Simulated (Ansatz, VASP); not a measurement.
One calculation of Te, two programs

The input INCAR:

```
PREC = Accurate ; ENCUT = 520
EDIFF = 1E-8 ; ISMEAR = -1
SIGMA = 0.08 ; LREAL = False
LASPH = True ; NELM = 100
ALGO = Normal ; ISIF = 2
LWAVE = False ; LCHARG = False
GGA = CA ; LEFG = True
NBANDS = 16
```

The input KPOINTS:

```
Automatic mesh
0
Gamma
  9 9 6
```

Contents of POSCAR:

```
Te
1.0
    4.3688394695      0.0000000000      0.0000000000
   -2.1844197348      3.7835259657      0.0000000000
    0.0000000000      0.0000000000      5.9250000000
Te
3
Direct
    0.7450000000      0.0000000000      0.3333333333
    0.0000000000      0.7450000000      0.6666666667
    0.2550000000      0.2550000000      0.0000000000
```

Input for Ansatz:

```yaml
crystal:
  lattice:
    - [4.3688394695, 0.0, 0.0]
    - [-2.1844197348, 3.7835259657, 0.0]
    - [0.0, 0.0, 5.925]
  atoms:
    - { symbol: Te, position: [0.745, 0.0, 0.3333333333] }
    - { symbol: Te, position: [0.0, 0.745, 0.6666666667] }
    - { symbol: Te, position: [0.255, 0.255, 0.0] }
kpoints:
  mp_grid: { grid: [9, 9, 6] }
scf:
  occupations: { method: fermi_dirac, width: 0.08 }
hamiltonian:
  xc: lda
  pseudopotentials: { kind: paw }
output:
  forces: true
  stress: true
  eigenvalues: true
  efg: { contact_densities: true }
  write_density: true
  write_potential: true
  elf: true
  volumetric_format: npy
```

Change from the starting cell: equal xx and yy strain of -2 %, PAW files.

Alike in both runs: task electric field gradients; functional LDA; k mesh 9 × 9 × 6; occupations fermi-dirac, width 0.08 eV; no spin polarisation.

|  | VASP | Ansatz |
| --- | --- | --- |
| version | VASP 6.6.1 | Ansatz 0.2.0 |
| potentials or method | VASP PAW LDA potentials, release 64 (Te) | PAW with Ansatz's default frozen-core files, scalar-relativistic |
| plane-wave cutoff (eV) | 520 | 420 |
| valence electrons in the cell | 18 | 48 |

|  | VASP | Ansatz | Ansatz less VASP |
| --- | --- | --- | --- |
| pressure (GPa) | 1.7 | 1.5 | -0.19 |
| largest component of the traceless stress (GPa) | 0.88 | 0.76 | -0.121 |
| rms of the force components (eV/Å) | 0.443 | 0.417 | -0.0267 |
| Vzz of the field gradient on the site that differs most (V/Å²) | -539.3 | -564.6 | -25.34 |

Atom by atom the forces differ by 0.027 eV/Å (rms over components). The two sets of potentials don't hold the same shells in valence. Ansatz warned: «gradients_without_spin_orbit».

The runs have no spin-orbit coupling, so splittings on Te are missing.
